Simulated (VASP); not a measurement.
# MgO (Fm-3m) in VASP: settings compared

One crystal, MgO, is run at these levels: HSE06, HSE03; tasks: band structure.

Program: VASP 6.6.1. These are calculated values, not measurements. Logs are shortened: lines on timing, memory, paths and dates and some standing lists are left out, and cuts for length are marked.

**Measured values to compare with.**

From “Electronic structure of alkaline earth and post-transition metal oxides”, 2009, arxiv:0908.1581, for a bulk crystal of MgO: band gap 7.83 eV.

The runs below are set against these values where they give the same quantity.

### 1 The crystal as given

The structure is cubic, space group Fm-3m (No. 225). Conventional cell: a = 4.194 Å, b = 4.194 Å, c = 4.194 Å, α = 90.00°, β = 90.00°, γ = 90.00°. Around Mg (site symmetry m-3m) lie 6 O at 2.10 Å. O (site symmetry m-3m) is surrounded by 6 Mg at 2.10 Å.

The cell is a database's computed one.

### 2 Band structure, HSE06

POSCAR reads:

```
MgO
1.0
    0.0000000000      2.0970013927      2.0970013927
    2.0970013927      0.0000000000      2.0970013927
    2.0970013927      2.0970013927      0.0000000000
Mg O
1 1
Direct
    0.0000000000      0.0000000000      0.0000000000
    0.5000000000      0.5000000000      0.5000000000
```

INCAR.step1 reads:

```
ALGO     = Normal         # electronic algorithm
EDIFF    = 1E-5           # SCF threshold, eV
ENCUT    = 520            # plane-wave cutoff, eV
GGA      = PE             # functional
ISIF     = 2              # what is computed and relaxed
ISMEAR   = 0              # smearing method
KPAR     = 4            
LASPH    = T              # aspherical terms in the spheres
LCHARG   = F              # write CHGCAR
LREAL    = F              # projectors in reciprocal space
LWAVE    = T              # write WAVECAR
NBANDS   = 11             # bands
NELM     = 80             # most SCF steps
PREC     = Accurate       # precision mode
SIGMA    = 0.02           # smearing width, eV
```

INCAR.step2 reads:

```
ALGO     = Normal         # electronic algorithm
EDIFF    = 1E-7           # SCF threshold, eV
ENCUT    = 520            # plane-wave cutoff, eV
GGA      = PE             # functional
HFSCREEN = 0.2            # screening, 1/A
ISIF     = 2              # what is computed and relaxed
ISMEAR   = 0              # smearing method
ISTART   = 1            
KPAR     = 4            
LASPH    = T              # aspherical terms in the spheres
LCHARG   = F              # write CHGCAR
LHFCALC  = T              # exact exchange
LREAL    = F              # projectors in reciprocal space
LWAVE    = F              # write WAVECAR
NBANDS   = 11             # bands
NELM     = 80             # most SCF steps
PREC     = Accurate       # precision mode
PRECFOCK = Fast         
SIGMA    = 0.02           # smearing width, eV
```

KPOINTS reads:

```
k-points
0
Gamma
  8 8 8
```

KPOINTS_OPT reads:

```
path GXWKGLUWLK,UX
8
line-mode
reciprocal
 0.0000000000  0.0000000000  0.0000000000  G
 0.5000000000  0.0000000000  0.5000000000  X

 0.5000000000  0.0000000000  0.5000000000  X
 0.5000000000  0.2500000000  0.7500000000  W

 0.5000000000  0.2500000000  0.7500000000  W
 0.3750000000  0.3750000000  0.7500000000  K

 0.3750000000  0.3750000000  0.7500000000  K
 0.0000000000  0.0000000000  0.0000000000  G

 0.0000000000  0.0000000000  0.0000000000  G
 0.5000000000  0.5000000000  0.5000000000  L

 0.5000000000  0.5000000000  0.5000000000  L
 0.6250000000  0.2500000000  0.6250000000  U

 0.6250000000  0.2500000000  0.6250000000  U
 0.5000000000  0.2500000000  0.7500000000  W

 0.5000000000  0.2500000000  0.7500000000  W
 0.5000000000  0.5000000000  0.5000000000  L

 0.5000000000  0.5000000000  0.5000000000  L
 0.3750000000  0.3750000000  0.7500000000  K

 0.6250000000  0.2500000000  0.6250000000  U
 0.5000000000  0.0000000000  0.5000000000  X
```

Potentials or basis: VASP PAW PBE potentials, release 64 (Mg, O).

Started as:

```sh
$ cat potpaw_PBE.64/Mg/POTCAR potpaw_PBE.64/O/POTCAR > POTCAR
$ cp INCAR.step1 INCAR
$ mpirun -np 4 vasp_std > vasp.out
$ cp INCAR.step2 INCAR
$ mpirun -np 4 vasp_std > vasp.out
```

OUTCAR:

```text
EDIFF = 1E-7
   ENCUT = 520
   GGA = PE
   HFSCREEN = 0.2
   ISIF = 2
   ISMEAR = 0
   ISTART = 1
   LASPH = T
   LHFCALC = T
   LREAL = F
   NELM = 80
   PREC = Accurate
   PRECFOCK = Fast

 ion  position               nearest neighbor table
   1  0.000  0.000  0.000-   2 2.10   2 2.10   2 2.10   2 2.10   2 2.10   2 2.10
   2  0.500  0.500  0.500-   1 2.10   1 2.10   1 2.10   1 2.10   1 2.10   1 2.10

  LATTYP: Found a face centered cubic cell.
 ALAT       =     4.1940027854

  Lattice vectors:

 A1 = (   0.0000000000,   2.0970013927,   2.0970013927)
 A2 = (   2.0970013927,   0.0000000000,   2.0970013927)
 A3 = (   2.0970013927,   2.0970013927,   0.0000000000)

Analysis of symmetry for initial positions (statically):
=====================================================================
 Subroutine PRICEL returns:
 Original cell was already a primitive cell.

 Routine SETGRP: Setting up the symmetry group for a
 face centered cubic supercell.

 Subroutine GETGRP returns: Found 48 space group operations
 (whereof 48 operations were pure point group operations)
 out of a pool of 48 trial point group operations.

The static configuration has the point symmetry O_h .

Analysis of symmetry for dynamics (positions and initial velocities):
=====================================================================
 Subroutine PRICEL returns:
 Original cell was already a primitive cell.

 Routine SETGRP: Setting up the symmetry group for a
 face centered cubic supercell.

 Subroutine GETGRP returns: Found 48 space group operations
 (whereof 48 operations were pure point group operations)
 out of a pool of 48 trial point group operations.

The dynamic configuration has the point symmetry O_h .

 Subroutine INISYM returns: Found 48 space group operations
 (whereof 48 operations are pure point group operations),
 and found     1 'primitive' translations

----------------------------------------------------------------------------------------

                                     Primitive cell

  volume of cell :      18.4428

  direct lattice vectors                    reciprocal lattice vectors
     0.000000000  2.097001393  2.097001393    -0.238435702  0.238435702  0.238435702
     2.097001393  0.000000000  2.097001393     0.238435702 -0.238435702  0.238435702
     2.097001393  2.097001393  0.000000000     0.238435702  0.238435702 -0.238435702

  length of vectors
     2.965607810  2.965607810  2.965607810     0.412982751  0.412982751  0.412982751

  position of ions in fractional coordinates (direct lattice)
     0.000000000  0.000000000  0.000000000
     0.500000000  0.500000000  0.500000000

  ion indices of the primitive-cell ions
   primitive index   ion index
                 1           1
                 2           2

----------------------------------------------------------------------------------------

 KPOINTS: k-points

Automatic generation of k-mesh.
 Grid dimensions read from file:
 generate k-points for:    8    8    8

 Generating k-lattice:

  Cartesian coordinates                     Fractional coordinates (reciprocal lattice)
    -0.029804463  0.029804463  0.029804463     0.125000000  0.000000000  0.000000000
     0.029804463 -0.029804463  0.029804463     0.000000000  0.125000000  0.000000000
     0.029804463  0.029804463 -0.029804463     0.000000000  0.000000000  0.125000000

  Length of vectors
     0.051622844  0.051622844  0.051622844

  Shift w.r.t. Gamma in fractional coordinates (k-lattice)
     0.000000000  0.000000000  0.000000000

 Subroutine IBZKPT returns following result:
 ===========================================

 Found     29 irreducible k-points:

 Following reciprocal coordinates:
            Coordinates               Weight
  0.000000  0.000000  0.000000      1.000000
  0.125000  0.000000  0.000000      8.000000
  0.250000  0.000000  0.000000      8.000000
  0.375000  0.000000  0.000000      8.000000
  0.500000  0.000000  0.000000      4.000000
  0.125000  0.125000  0.000000      6.000000
[... 16 lines left out ...]
  0.500000  0.250000  0.125000     48.000000
 -0.375000  0.250000  0.125000     24.000000
 [... further k-points ...]
   k-points           NKPTS =     29   k-points in BZ     NKDIM =    512   number of bands    NBANDS=     11
   number of dos      NEDOS =    301   number of ions     NIONS =      2
   total plane-waves  NPLWV =  13824
   dimension x,y,z NGX =    24 NGY =   24 NGZ =   24
   dimension x,y,z NGXF=    48 NGYF=   48 NGZF=   48
   ions per type =               1   1
   NGX,Y,Z   is equivalent  to a cutoff of  13.45, 13.45, 13.45 a.u.
   NGXF,Y,Z  is equivalent  to a cutoff of  26.91, 26.91, 26.91 a.u.
 SYSTEM =  unknown system
   PREC   = accura    normal or accurate (medium, high low for compatibility)
   ISTART =      1    job   : 0-new  1-cont  2-samecut
   ICHARG =      0    charge: 1-file 2-atom 10-const
   ISPIN  =      1    spin polarized calculation?
[... 43 lines left out ...]
   LRPA    =     F    only Hartree local field effects (RPA)
 non-spin polarized calculation
 Gauss-broadening in eV      SIGMA  =   0.02
  energy-cutoff  :      520.00
  volume of cell :       18.44
 maximum number of plane-waves:       531
 NGX is ok and might be reduce to    24
  NGX = 14; NGY = 14; NGZ = 14

 number of electron       8.0000004 magnetization

 Free energy of the ion-electron system (eV)
  ---------------------------------------------------
  ext. energy  EPLUGINS =         0.00000000
  ---------------------------------------------------
  free energy    TOTEN  =       -14.23136178 eV

  energy without entropy =      -14.23136178  energy(sigma->0) =      -14.23136178

 E-fermi :   2.2506     XC(G=0):  -9.1312

 val. band max:        2.0197029808   @ k =   0.0000   0.0000   0.0000
 cond. band min:       8.6182267783   @ k =   0.0000   0.0000   0.0000
 fundamental gap:      6.5985237975
 Fermi energy:         2.2506402380

 k-point     1 :       0.0000    0.0000    0.0000
  band No.  band energies     occupation
      1     -16.8749      2.00000
      2       2.0197      2.00000
      3       2.0197      2.00000
      4       2.0197      2.00000
      5       8.6182      0.00000
      6      19.8768      0.00000
      7      19.8768      0.00000
      8      19.8768      0.00000
      9      23.8397      0.00000
     10      25.7894      0.00000
     11      25.7894      0.00000

 k-point     2 :       0.1250    0.0000    0.0000
  band No.  band energies     occupation
      1     -16.6991      2.00000
      2       1.0363      2.00000
      3       1.9048      2.00000
      4       1.9048      2.00000
      5       9.5498      0.00000
      6      18.1682      0.00000
      7      20.2655      0.00000
      8      20.2655      0.00000
      9      24.8428      0.00000
     10      24.8428      0.00000
     11      26.1565      0.00000

 k-point     3 :       0.2500    0.0000    0.0000
  band No.  band energies     occupation
      1     -16.2429      2.00000
      2      -0.8134      2.00000
      3       1.6400      2.00000
      4       1.6400      2.00000
      5      11.0662      0.00000
      6      16.6878      0.00000
      7      20.8234      0.00000
      8      20.8234      0.00000
      9      24.4623      0.00000
     10      24.4623      0.00000
     11      26.4670      0.00000

 k-point     4 :       0.3750    0.0000    0.0000
  band No.  band energies     occupation
      1     -15.7289      2.00000
      2      -2.3660      2.00000
      3       1.3908      2.00000
      4       1.3908      2.00000
      5      11.7421      0.00000
      6      16.7125      0.00000
      7      20.6732      0.00000
      8      20.6732      0.00000
      9      25.6264      0.00000
     10      25.8766      0.00000
     11      25.8767      0.00000
[... 239 lines left out ...]
 k-point    22 :       0.3750    0.2500    0.1250
  band No.  band energies     occupation
      1     -15.9160      2.00000
      2      -1.2092      2.00000
      3       0.7619      2.00000
      4       1.3391      2.00000
      5      12.5898      0.00000
      6      15.4611      0.00000
      7      19.3191      0.00000
      8      21.9095      0.00000
      9      22.3942      0.00000
     10      26.8536      0.00000
     11      30.3631      0.00000

 k-point    23 :       0.5000    0.2500    0.1250
  band No.  band energies     occupation
      1     -15.5112      2.00000
      2      -1.9802      2.00000
      3       0.1420      2.00000
      4       1.0614      2.00000
      5      13.5729      0.00000
      6      15.8073      0.00000
      7      18.1306      0.00000
      8      21.5089      0.00000
      9      24.0520      0.00000
     10      26.8792      0.00000
     11      30.5264      0.00000

 k-point    24 :      -0.3750    0.2500    0.1250
  band No.  band energies     occupation
      1     -15.3310      2.00000
      2      -2.3086      2.00000
      3      -0.0804      2.00000
      4       0.9302      2.00000
      5      13.6946      0.00000
      6      16.5249      0.00000
      7      17.6810      0.00000
      8      21.2462      0.00000
      9      24.8863      0.00000
     10      26.5820      0.00000
     11      30.6494      0.00000

 [... further k-points ...]
[... 5 lines left out ...]
  --------------------------------------------------------------------------------------
  -------------------------------------------------------------------------------------
  Total        0.0690564      0.0690564      0.0690564      0.0000000     -0.0000000      0.0000000
  in kB        5.9991273      5.9991273      5.9991273      0.0000000     -0.0000000      0.0000000
  external PRESSURE =       5.9991273 kB  Pullay stress =       0.0000000 kB

 VOLUME and BASIS-vectors are now :
 -----------------------------------------------------------------------------
  energy-cutoff  :      520.00
  volume of cell :       18.44
      direct lattice vectors                 reciprocal lattice vectors
     0.000000000  2.097001393  2.097001393    -0.238435702  0.238435702  0.238435702
     2.097001393  0.000000000  2.097001393     0.238435702 -0.238435702  0.238435702
     2.097001393  2.097001393  0.000000000     0.238435702  0.238435702 -0.238435702

 POSITION                                       TOTAL-FORCE (eV/Angst)
 -----------------------------------------------------------------------------------
      0.00000      0.00000      0.00000         0.000000      0.000000      0.000000
      2.09700      2.09700      2.09700        -0.000000     -0.000000     -0.000000
 -----------------------------------------------------------------------------------
    total drift:                               -0.000061     -0.000078     -0.000078

  FREE ENERGIE OF THE ION-ELECTRON SYSTEM (eV)
  ---------------------------------------------------
  free  energy   TOTEN  =       -14.2313617777 eV

  energy  without entropy=      -14.2313617777  energy(sigma->0) =      -14.23136178
```

It took 6.9 min on 4 MPI ranks of Intel Xeon Platinum 8559C (Emerald Rapids), shared host; peak memory 0.28 GiB.

What came out:

```
Free energy             : -14.2314 eV
Pressure                : 0.6 GPa
Band gap on the k mesh  : 6.60 eV, direct
Band gap along the path : 6.60 eV, direct
```

Levels at the corners of the path, in eV from the valence-band top:
| point | band 2 | band 3 | band 4 | band 5 | band 6 | band 7 |
| --- | --- | --- | --- | --- | --- | --- |
| Γ | 0.00 | 0.00 | 0.00 | 6.60 | 17.86 | 17.86 |
| X | -4.44 | -1.49 | -1.49 | 10.90 | 12.02 | 15.53 |
| X | -4.44 | -1.49 | -1.49 | 10.90 | 12.02 | 15.53 |
| W | -3.21 | -3.21 | -1.92 | 13.78 | 13.78 | 14.39 |
| W | -3.21 | -3.21 | -1.92 | 13.78 | 13.78 | 14.39 |
| K | -3.80 | -2.93 | -1.27 | 12.02 | 13.97 | 14.84 |
| K | -3.80 | -2.93 | -1.27 | 12.02 | 13.97 | 14.84 |
| Γ | 0.00 | 0.00 | 0.00 | 6.60 | 17.86 | 17.86 |
| Γ | 0.00 | 0.00 | 0.00 | 6.60 | 17.86 | 17.86 |
| L | -4.99 | -0.73 | -0.73 | 9.78 | 15.05 | 18.48 |
| L | -4.99 | -0.73 | -0.73 | 9.78 | 15.05 | 18.48 |
| U | -3.80 | -2.93 | -1.27 | 12.02 | 13.97 | 14.84 |
| U | -3.80 | -2.93 | -1.27 | 12.02 | 13.97 | 14.84 |
| W | -3.21 | -3.21 | -1.92 | 13.78 | 13.78 | 14.39 |
| W | -3.21 | -3.21 | -1.92 | 13.78 | 13.78 | 14.39 |
| L | -4.99 | -0.73 | -0.73 | 9.78 | 15.05 | 18.48 |
| L | -4.99 | -0.73 | -0.73 | 9.78 | 15.05 | 18.48 |
| K | -3.80 | -2.93 | -1.27 | 12.02 | 13.97 | 14.84 |
| U | -3.80 | -2.93 | -1.27 | 12.02 | 13.97 | 14.84 |
| X | -4.44 | -1.49 | -1.49 | 10.90 | 12.02 | 15.53 |

Caveat: the PAW data sets were made with another functional, which shifts forces and pressure a little.

### 3 Band structure, HSE03

POSCAR is that of step 2.

INCAR.step1 is that of step 2.

INCAR.step2, as its differences from that of step 2:

```diff
@@ -4,3 +4,3 @@
 GGA      = PE             # functional
-HFSCREEN = 0.2            # screening, 1/A
+HFSCREEN = 0.3            # screening, 1/A
 ISIF     = 2              # what is computed and relaxed
```

KPOINTS is that of step 2.

KPOINTS_OPT is that of step 2.

Potentials or basis: VASP PAW PBE potentials, release 64 (Mg, O).

Started as:

```sh
$ cat potpaw_PBE.64/Mg/POTCAR potpaw_PBE.64/O/POTCAR > POTCAR
$ cp INCAR.step1 INCAR
$ mpirun -np 4 vasp_std > vasp.out
$ cp INCAR.step2 INCAR
$ mpirun -np 4 vasp_std > vasp.out
```

It took 6.5 min on 4 MPI ranks of Intel Xeon Platinum 8559C (Emerald Rapids), shared host; peak memory 0.28 GiB.

Results (log left out):

* Free energy: -13.9667 eV
* Pressure: 0.8 GPa
* Band gap on the k mesh: 6.33 eV, direct
* Band gap along the path: 6.33 eV, direct

Levels at the corners of the path, in eV from the valence-band top:
| point | band 2 | band 3 | band 4 | band 5 | band 6 | band 7 |
| --- | --- | --- | --- | --- | --- | --- |
| Γ | 0.00 | 0.00 | 0.00 | 6.33 | 17.55 | 17.55 |
| X | -4.40 | -1.47 | -1.47 | 10.61 | 11.72 | 15.21 |
| X | -4.40 | -1.47 | -1.47 | 10.61 | 11.72 | 15.21 |
| W | -3.18 | -3.18 | -1.90 | 13.47 | 13.47 | 14.07 |
| W | -3.18 | -3.18 | -1.90 | 13.47 | 13.47 | 14.07 |
| K | -3.76 | -2.91 | -1.25 | 11.72 | 13.66 | 14.52 |
| K | -3.76 | -2.91 | -1.25 | 11.72 | 13.66 | 14.52 |
| Γ | 0.00 | 0.00 | 0.00 | 6.33 | 17.55 | 17.55 |
| Γ | 0.00 | 0.00 | 0.00 | 6.33 | 17.55 | 17.55 |
| L | -4.95 | -0.72 | -0.72 | 9.50 | 14.72 | 18.17 |
| L | -4.95 | -0.72 | -0.72 | 9.50 | 14.72 | 18.17 |
| U | -3.76 | -2.91 | -1.25 | 11.72 | 13.66 | 14.52 |
| U | -3.76 | -2.91 | -1.25 | 11.72 | 13.66 | 14.52 |
| W | -3.18 | -3.18 | -1.90 | 13.47 | 13.47 | 14.07 |
| W | -3.18 | -3.18 | -1.90 | 13.47 | 13.47 | 14.07 |
| L | -4.95 | -0.72 | -0.72 | 9.50 | 14.72 | 18.17 |
| L | -4.95 | -0.72 | -0.72 | 9.50 | 14.72 | 18.17 |
| K | -3.76 | -2.91 | -1.25 | 11.72 | 13.66 | 14.52 |
| U | -3.76 | -2.91 | -1.25 | 11.72 | 13.66 | 14.52 |
| X | -4.40 | -1.47 | -1.47 | 10.61 | 11.72 | 15.21 |

Caveat: the PAW data sets were made with another functional, which shifts forces and pressure a little.

### 4 For comparison

An earlier run on the cell as given: functional PBE; potentials or basis VASP PAW PBE potentials, release 64 (Mg, O); cutoff 520 eV; k mesh 11 × 11 × 11; occupations fermi-dirac, width 0.05 eV; no spin polarisation.

- Pressure: 6.2 GPa
- Band gap on the k mesh: 4.85 eV, direct

### 5 The runs side by side

| task | level | k mesh | smearing | ladder | grid for exact exchange (PRECFOCK) | screening parameter | gap on the mesh (eV) | pressure (GPa) |
| --- | --- | --- | --- | --- | --- | --- | --- | --- |
| band structure | HSE06 | 8 × 8 × 8 | gaussian 0.02 eV | free | Fast | 0.2 1/A | 6.60 | 0.6 |
| band structure | HSE03 | 8 × 8 × 8 | gaussian 0.02 eV | free | Fast | - | 6.33 | 0.8 |
| single point | PBE | 11 × 11 × 11 | fermi-dirac 0.05 eV | - | - | - | 4.85 | 6.2 |

Alike in all rows: potentials or basis VASP PAW PBE potentials, release 64 (Mg, O); no spin polarisation; cell as given; cutoff (eV) 520.

On the cell as given the gap runs from 4.85 eV (PBE) to 6.60 eV (HSE06); the meshes differ, which moves gaps too. The pressure there spans 0.6 GPa (HSE06) to 6.2 GPa (PBE); a positive pressure means that this level wants a larger cell, a negative one a smaller.

Caveats: the PAW data sets were made with another functional, which shifts forces and pressure a little (some runs).

Absolute energies hang on the potentials; compare differences alone.

### 6 Comparison with measurements

Step 2. Measured gap of MgO: 7.83 eV (quoted in “Electronic structure of alkaline earth and post-transition metal oxides”, 2009, arxiv:0908.1581). This calculation gives 6.60 eV (-1.23 eV). The value is that of HSE06, without temperature or zero-point motion. The cell is a database's relaxed one, not the measured one, which moves gaps too.

Step 3. A measured gap of MgO is 7.83 eV (quoted in “Electronic structure of alkaline earth and post-transition metal oxides”, 2009, arxiv:0908.1581); the calculated 6.33 eV misses it by -1.50 eV. The value is that of HSE03, without temperature or zero-point motion. The cell is a database's relaxed one, not the measured one, which moves gaps too.
